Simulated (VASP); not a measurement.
# K in VASP: notebook, part 2 of 2

VASP 6.6.1. The steps go on from the part before.

### Step 6. Single point, PBE+D3, collinear spin, ferromagnetic start

INCAR reads:

```
SYSTEM = K
ALGO = Normal ; EDIFF = 1E-6
ENCUT = 400 ; GGA = PE
ISIF = 2 ; ISMEAR = 0
ISPIN = 2 ; ISYM = 0
IVDW = 11 ; LASPH = .True.
LCHARG = .False. ; LORBIT = 11
LREAL = .False. ; LWAVE = .False.
MAGMOM = 0.5 ; NBANDS = 14
NELM = 100 ; NUPDOWN = 1
PREC = Accurate ; SIGMA = 0.01
```

KPOINTS reads:

```
k-points
0
Gamma
  1 1 1
  0 0 0
```

POSCAR reads:

```
K                                       
1.0
   10.5000000000      0.0000000000      0.0000000000
    0.0000000000     11.0000000000      0.0000000000
    0.0000000000      0.0000000000     11.5000000000
  K             
     1
Selective dynamics
Direct
     0.5000000000000000    0.5045454544999970    0.5000000000000000   F   F   F
```

Potentials or basis: VASP PAW PBE potentials, release 64 (K_sv).

Launch:

```console
$ cat potpaw_PBE.64/K_sv/POTCAR > POTCAR
$ mpirun -np 4 vasp_gam > vasp.out
```

OUTCAR:

```text
SYSTEM = K
   EDIFF = 1E-6
   ENCUT = 400
   GGA = PE
   ISIF = 2
   ISMEAR = 0
   ISPIN = 2
   ISYM = 0
   IVDW = 11
   LASPH = .True.
   LORBIT = 11
   LREAL = .False.
   NELM = 100
   NUPDOWN = 1
   PREC = Accurate
 IVDW          = 11

 ion  position               nearest neighbor table
   1  0.500  0.505  0.500-

IMPORTANT INFORMATION: All symmetrisations will be switched off!
NOSYMM: (Re-)initialisation of all symmetry stuff for point group C_1.

----------------------------------------------------------------------------------------

                                     Primitive cell

  volume of cell :    1328.2500

  direct lattice vectors                    reciprocal lattice vectors
    10.500000000  0.000000000  0.000000000     0.095238095  0.000000000  0.000000000
     0.000000000 11.000000000  0.000000000     0.000000000  0.090909091  0.000000000
     0.000000000  0.000000000 11.500000000     0.000000000  0.000000000  0.086956522

  length of vectors
    10.500000000 11.000000000 11.500000000     0.095238095  0.090909091  0.086956522

  position of ions in fractional coordinates (direct lattice)
     0.500000000  0.504545454  0.500000000

  ion indices of the primitive-cell ions
   primitive index   ion index
                 1           1

----------------------------------------------------------------------------------------

 KPOINTS: k-points

Automatic generation of k-mesh.
 Grid dimensions read from file:
 generate k-points for:    1    1    1

 Generating k-lattice:

  Cartesian coordinates                     Fractional coordinates (reciprocal lattice)
     0.095238095  0.000000000  0.000000000     1.000000000  0.000000000  0.000000000
     0.000000000  0.090909091  0.000000000     0.000000000  1.000000000  0.000000000
     0.000000000  0.000000000  0.086956522     0.000000000  0.000000000  1.000000000

  Length of vectors
     0.095238095  0.090909091  0.086956522

  Shift w.r.t. Gamma in fractional coordinates (k-lattice)
[... 58 lines left out ...]
   LRPA    =     F    only Hartree local field effects (RPA)
 spin polarized calculation
 Gauss-broadening in eV      SIGMA  =   0.01
  energy-cutoff  :      400.00
  volume of cell :     1328.25
 maximum number of plane-waves:     12033
 NGX is ok and might be reduce to    70
   NGX = 35   NGY = 35   NGZ = 37

 number of electron       9.0000000 magnetization       1.0000022

 Free energy of the ion-electron system (eV)
  ---------------------------------------------------
  ext. energy  EPLUGINS =         0.00000000
  ---------------------------------------------------
  free energy    TOTEN  =        -0.21665871 eV

  energy without entropy =       -0.21665871  energy(sigma->0) =       -0.21665871

 E-fermi : -18.4832     XC(G=0):  -0.7504

 val. band max:       -2.4299700147   @ k =   0.0000   0.0000   0.0000
 cond. band min:      -1.3783670539   @ k =   0.0000   0.0000   0.0000
 fundamental gap:      1.0516029608
 Fermi energy:        -2.3438659003

 spin component 1

 k-point     1 :       0.0000    0.0000    0.0000
  band No.  band energies     occupation
      1     -35.2180      1.00000
      2     -18.7006      1.00000
      3     -18.6999      1.00000
      4     -18.6989      1.00000
      5      -2.4300      1.00000
      6      -0.7274      0.00000
[... 8 lines left out ...]
     15       1.0342      0.00000
     16       1.0948      0.00000
 Fermi energy:       -18.4831525871

 spin component 2

 k-point     1 :       0.0000    0.0000    0.0000
  band No.  band energies     occupation
      1     -35.1630      1.00000
      2     -18.6183      1.00000
      3     -18.6176      1.00000
      4     -18.6165      1.00000
      5      -1.3784      0.00000
      6       0.5910      0.00000
[... 8 lines left out ...]
     15       1.9741      0.00000
     16       2.0050      0.00000

------------------------ aborting loop because EDIFF is reached ----------------------------------------

 Edisp (eV)   -0.00882

 E8    (eV) :    -0.0019

  FORCE on cell =-STRESS in cart. coord.  units (eV):
  Direction    XX          YY          ZZ          XY          YZ          ZX
  --------------------------------------------------------------------------------------
  -------------------------------------------------------------------------------------
  Total      -0.17227    -0.12850    -0.09656    -0.00000     0.00000     0.00000
  in kB      -0.20780    -0.15500    -0.11648    -0.00000     0.00000     0.00000
  external pressure =       -0.16 kB  Pullay stress =        0.00 kB

 VOLUME and BASIS-vectors are now :
 -----------------------------------------------------------------------------
  energy-cutoff  :      400.00
  volume of cell :     1328.25
      direct lattice vectors                 reciprocal lattice vectors
    10.500000000  0.000000000  0.000000000     0.095238095  0.000000000  0.000000000
     0.000000000 11.000000000  0.000000000     0.000000000  0.090909091  0.000000000
     0.000000000  0.000000000 11.500000000     0.000000000  0.000000000  0.086956522

 POSITION                                       TOTAL-FORCE (eV/Angst)
 -----------------------------------------------------------------------------------
      5.25000      5.55000      5.75000         0.000000      0.000024     -0.000000
 -----------------------------------------------------------------------------------
    total drift:                                0.000000      0.000024     -0.000000

  FREE ENERGIE OF THE ION-ELECTRON SYSTEM (eV)
  ---------------------------------------------------
  free  energy   TOTEN  =        -0.2254813799 eV

  energy  without entropy=       -0.2254813799  energy(sigma->0) =       -0.22548138

 total charge

# of ion       s       p       d       tot
------------------------------------------
    1        1.988   5.536   0.000   7.524

 magnetization (x)

# of ion       s       p       d       tot
------------------------------------------
    1        0.044  -0.009   0.000   0.035
```

OSZICAR:

```text
N       E                     dE             d eps       ncg     rms          rms(c)
DAV:   1     0.996090695331E+02    0.99609E+02   -0.18257E+03    80   0.211E+02
DAV:   2     0.220316482657E+02   -0.77577E+02   -0.71577E+02    96   0.668E+01
[... 23 lines left out ...]
DAV:  26    -0.216643904096E+00   -0.37207E-04   -0.21574E-06    64   0.488E-03    0.867E-05
DAV:  27    -0.216651555837E+00   -0.76517E-05   -0.20219E-06    64   0.451E-03    0.240E-05
DAV:  28    -0.216654995195E+00   -0.34394E-05   -0.10943E-06    72   0.317E-03    0.331E-05
DAV:  29    -0.216657222702E+00   -0.22275E-05   -0.38386E-07    72   0.188E-03    0.246E-05
DAV:  30    -0.216658677502E+00   -0.14548E-05   -0.10021E-07    72   0.104E-03    0.612E-06
DAV:  31    -0.216658711234E+00   -0.33732E-07   -0.32015E-08    72   0.611E-04
   1 F= -.22548138E+00 E0= -.22548138E+00  d E =-.178713E-34  mag=     1.0000
```

stdout:

```text
POSCAR found type information on POSCAR K
 POSCAR found :  1 types and       1 ions
 scaLAPACK will be used
 LDA part: xc-table for (Slater+PW92), standard interpolation
 -----------------------------------------------------------------------------
|                                                                             |
|           W    W    AA    RRRRR   N    N  II  N    N   GGGG   !!!           |
|           W    W   A  A   R    R  NN   N  II  NN   N  G    G  !!!           |
|           W    W  A    A  R    R  N N  N  II  N N  N  G       !!!           |
|           W WW W  AAAAAA  RRRRR   N  N N  II  N  N N  G  GGG   !            |
|           WW  WW  A    A  R   R   N   NN  II  N   NN  G    G                |
|           W    W  A    A  R    R  N    N  II  N    N   GGGG   !!!           |
|                                                                             |
|     The number of bands has been changed from the values supplied in        |
|     The orbitals not found in the WAVECAR file will be initialized with     |
|     random numbers, which is usually adequate. For correlated               |
|     calculations, however, you should redo the groundstate calculation.     |
|     I found NBANDS = 14. Now, NBANDS = 16.                                  |
|                                                                             |
 -----------------------------------------------------------------------------

 POSCAR, INCAR and KPOINTS ok, starting setup
 FFT: planning ... GRIDC
 FFT: planning ... GRID_SOFT
 FFT: planning ... GRID
 WAVECAR not read
 entering main loop
```

Run time: 50 s. Hardware: 4 MPI ranks of Intel Xeon Platinum 8488C (Sapphire Rapids), shared host; peak memory 0.37 GiB.

What came out:

* Free energy: -0.2255 eV
* Net moment: 1.00 μB per cell
* Site moments: K +0.04 μB
* Valence electrons inside the program's atomic spheres: K 7.52
* Dispersion energy per atom: -0.009 eV

Caveat: the total moment is fixed, so each spin has its own Fermi level.

### Step 7. The runs side by side

```csv
level,potentials or basis,moment (μB)
optB86b-vdW,"VASP PAW PBE potentials, release 64 (K_sv)",1.00
rev-vdW-DF2,"VASP PAW PBE potentials, release 64 (K_sv)",1.00
LDA,"VASP PAW LDA potentials, release 64 (K_sv)",1.00
PBEsol,"VASP PAW PBE potentials, release 64 (K_sv)",1.00
PBE+D3,"VASP PAW PBE potentials, release 64 (K_sv)",1.00
```

Alike in all rows: task single point; spin collinear, ferromagnetic start; fixed moment (μB) 1; cell as given; k mesh 1 × 1 × 1; cutoff (eV) 400; smearing gaussian 0.01 eV.

Caveats: the total moment is fixed, so each spin has its own Fermi level; the PAW data sets were made with another functional, which shifts forces and pressure a little (some runs).

Total energies depend on the potentials used, so only differences within one code and one set of settings carry meaning.
